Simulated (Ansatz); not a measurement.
# MoTe2 (P-6m2): the band gap by level of theory

All numbers come from Ansatz. (Simulation; no magnetic order is allowed.)

MoTe2 (P-6m2) from a database of computed structures, relaxed with r2SCAN+rVV10. Te is surrounded by 3 Mo at 2.72 Å; Mo is surrounded by 6 Te at 2.72 Å.

Space group P-6m2 (No. 187). a = 3.537 Å, b = 3.537 Å, c = 7.827 Å, α = 90.00°, β = 90.00°, γ = 120.00°
```json
{"atom": "Te", "site": "2h", "symmetry": "3m.", "x": "0.3333", "y": "0.6667", "z": "0.7705"}
{"atom": "Mo", "site": "1a", "symmetry": "-6m2", "x": "0.0000", "y": "0.0000", "z": "0.0000"}
```

Relaxed lattice by functional, symmetry kept:
```json
{"functional": "r2SCAN+rVV10", "k mesh": "12×12×4", "a (Å)": "3.537", "c (Å)": "7.827", "volume (Å³/atom)": "28.27"}
{"functional": "PBE-D4", "k mesh": "12×12×4", "a (Å)": "3.498", "c (Å)": "7.643", "volume (Å³/atom)": "27.01"}
```

On this one geometry the levels give:
```json
{"level": "LDA", "k mesh": "12×12×4", "gap (eV)": "0.99", "kind": "indirect", "edges": "H → K–Γ (0.42)", "least direct gap (eV)": "1.07", "rough cost": "14 core-seconds"}
{"level": "PBE", "k mesh": "12×12×4", "gap (eV)": "1.03", "kind": "indirect", "edges": "H → K–Γ (0.40)", "least direct gap (eV)": "1.08", "rough cost": "22 core-seconds"}
{"level": "PBE+SOC", "k mesh": "12×12×4", "gap (eV)": "0.90", "kind": "indirect", "edges": "H → K–Γ (0.42)", "least direct gap (eV)": "0.93", "rough cost": "90 core-seconds"}
{"level": "r2SCAN", "k mesh": "12×12×4", "gap (eV)": "1.11", "kind": "indirect", "edges": "H → K–Γ (0.42)", "least direct gap (eV)": "1.16", "rough cost": "30 core-seconds"}
{"level": "HSE06", "k mesh": "6×6×2", "gap (eV)": "1.44", "kind": "indirect", "edges": "H → K–Γ (0.42)", "least direct gap (eV)": "1.50", "rough cost": "2.3 core-minutes"}
{"level": "HSE06+SOC", "k mesh": "6×6×2", "gap (eV)": "1.25", "kind": "indirect", "edges": "H → K–Γ (0.42)", "least direct gap (eV)": "1.27", "rough cost": "14 core-minutes"}
{"level": "DDH-PBE0", "k mesh": "6×6×2", "gap (eV)": "1.33", "kind": "indirect", "edges": "H → K–Γ (0.42)", "least direct gap (eV)": "1.39", "rough cost": "6 core-minutes"}
{"level": "PBE0", "k mesh": "6×6×2", "gap (eV)": "2.09", "kind": "indirect", "edges": "H → K–Γ (0.42)", "least direct gap (eV)": "2.15", "rough cost": "2.3 core-minutes"}
{"level": "G0W0@PBE (253 empty bands, 120 eV, 6×6×2)", "k mesh": "6×6×2", "gap (eV)": "1.22", "kind": "–", "edges": "H → K–Γ (0.50) (mesh)", "least direct gap (eV)": "–", "rough cost": "10 core-minutes"}
```
PBE, PBE+SOC, HSE06+SOC: smearing of 0.02 eV; the others have fixed occupations.
Wave cutoffs: 420 eV, 500 eV (r2SCAN).
Points off the special ones are mesh points or PBE's searched band edges, reused at the other levels.
The G0W0 gap is PBE's gap over the path plus the quasiparticle shift read on the mesh. No extrapolation in bands, cutoff or mesh was made for G0W0.
Costs come from shared machines and give only the order; PBE's includes the band path. The runs had 2 threads of Arm Neoverse V1 (shared host).

The HSE06 gap is indirect, 1.44 eV (H to K–Γ (0.42 of the way from K)), below the direct gap of 1.50 eV at H. Spin-orbit coupling changes the PBE gap by -0.12 eV, to 0.90 eV. Spin-orbit coupling changes the HSE06 gap by -0.19 eV, to 1.25 eV.

Taking G0W0@PBE (253 empty bands, 120 eV, 6×6×2), 1.22 eV, as the yardstick (a computed one, not at the basis limit), r2SCAN comes nearest, -0.11 eV off; G0W0 itself took about 19 times r2SCAN's cost. The others: DDH-PBE0 +0.11, PBE -0.19, HSE06 +0.22, LDA -0.23, PBE0 +0.87 eV. The yardstick's own error is a tenth of an eV or more. r2SCAN covers 21 % of the step from PBE to HSE06, while HSE06 needs about 5 times r2SCAN's cost (on a coarser mesh). For gaps to 0.1 eV, spin-orbit coupling (up to 0.22 eV here) has to be included. Direct and least gap lie within 0.04 eV at some levels, so the kind of gap isn't settled.

r2SCAN (ground state on 9×9×4): ε∞: 16.92 along x and y, 5.20 along z. Born charges, averaged over directions: Te +1.17, Mo -2.34 e. PBE (ground state on 9×9×4): ε∞: 17.67 along x and y, 5.49 along z. Born charges, averaged over directions: Te +1.22, Mo -2.43 e.

Only the levels marked +SOC include spin-orbit coupling.

The meshes of the hybrids are coarse, so their gaps aren't converged to the digits shown.
